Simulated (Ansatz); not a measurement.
PbO built on the CsCl prototype was put through Ansatz (plane waves). The starting cell was estimated from covalent radii.

Structure:
```
Pb O
1.0
     2.63585    0.00000    0.00000
     0.00000    2.63585    0.00000
     0.00000    0.00000    2.63585
Pb O
1 1
Direct
  0.00000 0.00000 0.00000
  0.50000 0.50000 0.50000
```

Output, abridged:
```
Functional definition: PBE
Crystal: 2 atoms, lattice volume = 18.313 Å³
Basis set: ecut = 420 eV, 365 PW (Γ)
Bands: 14, of which v1, the nominal top of the filled ones, is band 10 counted from 1 (9 counted from 0)
Symmetry: 48 space group operations
Space group: Pm-3m (ITA 221)
k-points: 35 of 512
preconditioner: auto → none  [insulator: Δε(μ)=0.056 eV  σ=0.020 eV  ℏωp=38.8 eV]
relax step 1: F+E_penalty+E_count = -12466.59603294 eV  P = +223.995 GPa  Ω = 18.313 Å³
relax step 2: F+E_penalty+E_count = -12469.52742626 eV  P = +121.119 GPa  Ω = 21.124 Å³
relax step 3: F+E_penalty+E_count = -12471.18054989 eV  P = +57.649 GPa  Ω = 24.209 Å³
relax step 4: F+E_penalty+E_count = -12471.92672564 eV  P = +17.335 GPa  Ω = 27.580 Å³
relax step 5: F+E_penalty+E_count = -12472.02365005 eV  P = -3.046 GPa  Ω = 30.039 Å³
relax step 6: F+E_penalty+E_count = -12472.02853394 eV  P = +0.079 GPa  Ω = 29.620 Å³
relax step 7: F+E_penalty+E_count = -12472.02851173 eV  P = -0.000 GPa  Ω = 29.631 Å³
relax step 8: F+E_penalty+E_count = -12472.41954336 eV  P = +13.962 GPa  Ω = 29.631 Å³  (SCF on a basis re-selected at this cell)
relax step 9: F+E_penalty+E_count = -12472.52820032 eV  P = +5.037 GPa  Ω = 31.635 Å³
relax step 10: F+E_penalty+E_count = -12472.54428084 eV  P = +0.822 GPa  Ω = 32.890 Å³
relax step 11: F+E_penalty+E_count = -12472.54348548 eV  P = +0.066 GPa  Ω = 33.146 Å³
relax step 12: F+E_penalty+E_count = -12472.54335439 eV  P = +0.001 GPa  Ω = 33.169 Å³
relax step 13: F+E_penalty+E_count = -12472.55986109 eV  P = +0.163 GPa  Ω = 33.169 Å³  (SCF on a basis re-selected at this cell)
relax step 14: F+E_penalty+E_count = -12472.55974815 eV  P = +0.003 GPa  Ω = 33.226 Å³
relax step 15: F+E_penalty+E_count = -12472.55995777 eV  P = +0.005 GPa  Ω = 33.226 Å³  (SCF on a basis re-selected at this cell)
SCF converged after 8 iterations
Free energy (F): -12472.559958 eV
Fermi energy:    11.021149 eV
--- Per-component energies (eV) ---
  E_band       = -4.690659
  E_kinetic    = 459.445366
  E_local      = -1127.566527
  E_nonlocal   = 398.148896
  E_hartree    = 428.581600
  E_xc         = -295.196966
  E_vxc        = -227.199496
  E_paw        = -10560.046748
  E_vpaw       = -364.684470
  E_ewald      = -1775.927950
  E_smearing   = -0.000001
--- Stress (GPa, compression-positive) ---
        0.004512       0.000000       0.000000
        0.000000       0.004512       0.000000
        0.000000       0.000000       0.004512
  P = ⅓ Tr σ = 0.0045 GPa (0.045 kbar)
--- Relaxed structure (12 steps of the walk, 12 accepted, 3 SCFs on fresh bases) ---
  F+E_penalty+E_count = -12472.55995777 eV
  cell:  # Å, volume = 33.2256 Å³
    - [3.214828, 0.000000, 0.000000]
    - [0.000000, 3.214828, 0.000000]
    - [0.000000, 0.000000, 3.214828]
  atoms:
    - { symbol: Pb, position: [0.000000, 0.000000, 0.000000] }
    - { symbol: O, position: [0.500000, 0.500000, 0.500000] }
```

Problem. Which of these blocks stood in the input: relax, gw, phonons, dielectric, magnetization (spin_orbit)?

Solution. relax. The relax steps with a changing cell volume need the relax block with cell.

Problem. Which k mesh was typed?

Solution. 8×8×8, Γ-centred.

Problem. How were the bands filled?

Solution. With smearing of width σ = 0.02 eV (Fermi-Dirac in this run).

Command: `ansatz run input.yaml --threads 2 --pin off --max-ram 2211MiB --backend cpu --events-out ev --progress --plain --runs-dir out`. It took 12 s on 2 threads of Arm Neoverse N1, on a shared host, load about 0.8 per core; peak host memory 0.29 GiB.

Computed, not measured; no magnetism was allowed, and whether the structure is a known phase isn't checked.
